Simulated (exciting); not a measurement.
# Ge (Pm-3m) in exciting: reference runs

How does Ge come out in PBE? The cell is run as given.

Everything below comes from runs of exciting (release sodium). Logs are shortened: lines on timing, memory, paths and dates and some standing lists are left out, and cuts for length are marked.

### 1 The crystal as given

Symmetry: Pm-3m, No. 221, cubic system. Conventional cell: a = 2.710 Å, b = 2.710 Å, c = 2.710 Å, α = 90.00°, β = 90.00°, γ = 90.00°. Ge (site symmetry m-3m) is surrounded by 6 Ge at 2.71 Å.

The cell was built by a generator and needn't be a form met in nature.

### 2 Single point, PBE

Contents of input.xml:

```xml
<input>
  <title>Ge</title>
  <structure speciespath="./" tshift="false">
    <crystal scale="1">
      <basevect>5.122045969014 0.000000000000 0.000000000000</basevect>
      <basevect>0.000000000000 5.122045969014 0.000000000000</basevect>
      <basevect>0.000000000000 0.000000000000 5.122045969014</basevect>
    </crystal>
    <species speciesfile="Ge.xml" rmt="2">
      <atom coord="0.000000000000 0.000000000000 0.000000000000"/>
    </species>
  </structure>
  <groundstate do="fromscratch" ngridk="10 10 10" rgkmax="9" gmaxvr="14" lmaxapw="10" lmaxmat="10" lmaxvr="8" xctype="GGA_PBE" stype="Fermi Dirac" swidth="0.00183747" nempty="8" ValenceRelativity="iora*" epsengy="1e-05" epspot="1e-05" maxscl="60" tforce="true" outputlevel="normal"/>
</input>
```

Potentials or basis: all-electron LAPW+lo, shipped species files, valence relativity iora*.

Started as:

```console
OMP_NUM_THREADS=1 exciting_smp
```

INFO.OUT:

```text
================================================================================
EXCITING SODIUM started
[... 10 lines left out ...]

 Lattice vectors (cartesian) :
      5.1220459690      0.0000000000      0.0000000000
      0.0000000000      5.1220459690      0.0000000000
      0.0000000000      0.0000000000      5.1220459690

 Reciprocal lattice vectors (cartesian) :
      1.2266944391      0.0000000000      0.0000000000
      0.0000000000      1.2266944391      0.0000000000
      0.0000000000      0.0000000000      1.2266944391

 Unit cell volume                           :     134.3786938557
 Brillouin zone volume                      :       1.8459043344

 Species :    1 (Ge)
     parameters loaded from                 :    Ge.xml
     name                                   :    germanium
     nuclear charge                         :     -32.00000000
     electronic charge                      :      32.00000000
     atomic mass                            :  132359.93290000
     muffin-tin radius                      :       2.00000000
     # of radial points in muffin-tin       :     350

     atomic positions (lattice) :
       1 :   0.00000000  0.00000000  0.00000000

 Total number of atoms per unit cell        :       1

 Spin treatment                             :    spin-unpolarised

 Number of Bravais lattice symmetries       :      48
 Number of crystal symmetries               :      48

 k-point grid                               :      10   10   10
 Total number of k-points                   :      56
 k-point set is reduced with crystal symmetries

 R^MT_min * |G+k|_max (rgkmax)              :       9.00000000
 Species with R^MT_min                      :       1 (Ge)
 Maximum |G+k| for APW functions            :       4.50000000
 Maximum |G| for potential and density      :      14.00000000

 G-vector grid sizes                        :      24    24    24
 Total number of G-vectors                  :    6235

 Maximum angular momentum used for
     APW functions                          :      10
     computing H and O matrix elements      :      10
     potential and density                  :       8
     inner part of muffin-tin               :       2

 Total nuclear charge                       :     -32.00000000
 Total electronic charge                    :      32.00000000
 Total core charge                          :      18.00000000
 Total valence charge                       :      14.00000000

 Number of empty states                     :       8
 Total number of valence states             :      16

 Maximum Hamiltonian size                   :     230
 Maximum number of plane-waves              :     216
 Total number of local-orbitals             :      14

 Exchange-correlation type                  :      20
     Perdew-Burke-Ernzerhof, Phys. Rev. Lett. 77, 3865 (1996)
     Generalised gradient approximation (GGA)

 Smearing scheme                            :    Fermi-Dirac
 Smearing width                             :       0.00183747

 Using multisecant Broyden potential mixing
[... 16 lines left out ...]
+ SCF iteration number :    1                                                  +
++++++++++++++++++++++++++++++++++++++++++++++++++++++++++++++++++++++++++++++++
 Total energy                               :     -2098.34838228
 _______________________________________________________________
 Fermi energy                               :         0.25495732
 Kinetic energy                             :      2144.11220235
 Coulomb energy                             :     -4162.73115129
 Exchange energy                            :       -78.16098513
 Correlation energy                         :        -1.56844821

 DOS at Fermi energy (states/Ha/cell)       :        10.71503622

 Electron charges :
     core                                   :        18.00000000
     core leakage                           :         0.00318950
     valence                                :        14.00000000
     interstitial                           :         2.53560949
     charge in muffin-tin spheres :
                  atom     1    Ge          :        29.46439051
     total charge in muffin-tins            :        29.46439051
     total charge                           :        32.00000000

++++++++++++++++++++++++++++++++++++++++++++++++++++++++++++++++++++++++++++++++
+ SCF iteration number :    2                                                  +
++++++++++++++++++++++++++++++++++++++++++++++++++++++++++++++++++++++++++++++++
 Total energy                               :     -2098.72420316
 _______________________________________________________________
 Fermi energy                               :         0.25285965
 Kinetic energy                             :      2143.84855691
 Coulomb energy                             :     -4162.83284162
 Exchange energy                            :       -78.17143656
 Correlation energy                         :        -1.56848190

 DOS at Fermi energy (states/Ha/cell)       :        10.65421494

 Electron charges :
     core                                   :        18.00000000
     core leakage                           :         0.00317410
     valence                                :        14.00000000
     interstitial                           :         2.53146495
     charge in muffin-tin spheres :
                  atom     1    Ge          :        29.46853505
     total charge in muffin-tins            :        29.46853505
     total charge                           :        32.00000000
[... 225 lines left out ...]
 RMS change in effective potential (target) :  0.868358E-09  ( 0.100000E-04)
 Absolute change in total energy   (target) :  0.195639E-05  ( 0.100000E-04)
 Charge distance                   (target) :  0.264820E-08  ( 0.100000E-04)
 Abs. change in max-nonIBS-force   (target) :   0.00000      ( 0.500000E-04)

++++++++++++++++++++++++++++++++++++++++++++++++++++++++++++++++++++++++++++++++
+ SCF iteration number :   11                                                  +
++++++++++++++++++++++++++++++++++++++++++++++++++++++++++++++++++++++++++++++++
 Total energy                               :     -2099.08848899
 _______________________________________________________________
 Fermi energy                               :         0.24721275
 Kinetic energy                             :      2143.39397794
 Coulomb energy                             :     -4162.73731516
 Exchange energy                            :       -78.17676600
 Correlation energy                         :        -1.56838578

 DOS at Fermi energy (states/Ha/cell)       :        10.23708378

 Electron charges :
     core                                   :        18.00000000
     core leakage                           :         0.00315242
     valence                                :        14.00000000
     interstitial                           :         2.52549306
     charge in muffin-tin spheres :
                  atom     1    Ge          :        29.47450694
     total charge in muffin-tins            :        29.47450694
     total charge                           :        32.00000000

 RMS change in effective potential (target) :  0.258780E-08  ( 0.100000E-04)
 Absolute change in total energy   (target) :  0.151554E-06  ( 0.100000E-04)
 Charge distance                   (target) :  0.386798E-09  ( 0.100000E-04)
 Abs. change in max-nonIBS-force   (target) :   0.00000      ( 0.500000E-04)

++++++++++++++++++++++++++++++++++++++++++++++++++++++++++++++++++++++++++++++++
| Convergency criteria checked for the last 2 iterations                       +
| Convergence targets achieved. Performing final SCF iteration                 +
++++++++++++++++++++++++++++++++++++++++++++++++++++++++++++++++++++++++++++++++
 Total energy                               :     -2099.08848873
 _______________________________________________________________
 Fermi energy                               :         0.24721275
 Kinetic energy                             :      2143.39397803
 Coulomb energy                             :     -4162.73731499
 Exchange energy                            :       -78.17676599
 Correlation energy                         :        -1.56838577

 DOS at Fermi energy (states/Ha/cell)       :        10.23708364

 Electron charges :
     core                                   :        18.00000000
     core leakage                           :         0.00315242
     valence                                :        14.00000000
     interstitial                           :         2.52549306
     charge in muffin-tin spheres :
                  atom     1    Ge          :        29.47450694
     total charge in muffin-tins            :        29.47450694
     total charge                           :        32.00000000

++++++++++++++++++++++++++++++++++++++++++++++++++++++++++++++++++++++++++++++++
+ Self-consistent loop stopped                                                 +
++++++++++++++++++++++++++++++++++++++++++++++++++++++++++++++++++++++++++++++++
 STATE.OUT is written

--------------------------------------------------------------------------------
- Writing atomic positions and forces                                          -
--------------------------------------------------------------------------------

 Atomic positions (lattice) :
 atom     1  Ge  :     0.00000000    0.00000000    0.00000000

 Total atomic forces including IBS (cartesian) :
 atom     1  Ge  :     0.00000000    0.00000000    0.00000000

 Atomic force components including IBS (cartesian) :
 atom     1  Ge  :     0.00000000    0.00000000    0.00000000   HF force
                 :     0.00000000    0.00000000    0.00000000   core correction
                 :     0.00000000    0.00000000    0.00000000   IBS correction

********************************************************************************
* Groundstate module stopped                                                   *
********************************************************************************

--------------------------------------------------------------------------------
- CAUTION! Warnings have been written in file WARNING.OUT !                    -
--------------------------------------------------------------------------------
================================================================================
| EXCITING SODIUM stopped                                                      =
================================================================================
```

Run time: 22 s. Hardware: 1 thread of AMD EPYC 7R13 (Zen 3), shared host; peak memory 0.1 GiB.

What came out:

| Item | Value |
| --- | --- |
| Free energy | -57119.1107 eV |
| Band gap on the k mesh | none (metal or under the smearing width) |
| All electrons inside the program's atomic spheres | Ge 29.47 (radii Ge 2.0 bohr) |

Caveat: the log's total energy holds no entropy term; the free energy is that total less TS from the occupations.
